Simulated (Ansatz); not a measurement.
The system is CoO.

```
Co O
1.0
     1.50547    0.86918    2.43993
    -1.50547    0.86918    2.43993
     0.00000   -1.73837    2.43993
Co O
1 1
Cartesian
  0.0000 0.0000 0.0000
  0.0000 0.0000 3.6599
```

The cell is a database's computed one.

```yaml
Program: Ansatz 0.2.0
Task: single point
Functional: PBE
Potentials_or_basis: Ansatz PAW
Cutoff: "420 eV (not typed: the program's choice for these potentials)"
k_mesh: 11 × 11 × 11
Occupations: fermi-dirac, width 0.05 eV
Spin: collinear spin, ferromagnetic start
Starting_moments: "[2.0, 0.0] μB"
```

On this cell: pressure 0.0 GPa; largest force under 0.003 eV/Å; net moment 2.90 μB per cell; site moments Co +2.47; O +0.31 μB; band gap on the k mesh none (metal or under the smearing width).

The same run follows on a disturbed copy (atoms moved at random, drawn with an rms of 0.05 Å):

```xyz
2
Lattice="1.5055 0.8692 2.4399 -1.5055 0.8692 2.4399 0.0000 -1.7384 2.4399" Properties=species:S:1:pos:R:3 pbc="T T T"
Co   -0.0051   -0.0137    0.0083
O    -0.0684   -0.0294    3.6496
```

Problem. What does the disturbed cell give?

Solution. The energy (extrapolated to zero smearing) moves by +1.5 meV/atom; pressure 0.3 GPa; largest force 0.095 eV/Å; net moment 2.91 μB per cell; site moments Co +2.46; O +0.31 μB; band gap on the k mesh none (metal or under the smearing width).

Forces on the atoms (eV/Å):
```
Co  -0.090 -0.018 -0.023
O    0.090  0.018  0.023
```

Stress tensor (GPa, compression positive):
```
 0.44 -0.19  0.00
-0.19  0.43 -0.32
 0.00 -0.32  0.17
```

Caveats: a cell with one magnetic atom can't hold antiferromagnetic order, which such compounds often take; semilocal functionals often make such compounds metallic where correlation or magnetic order opens a gap, which also shifts bond lengths.
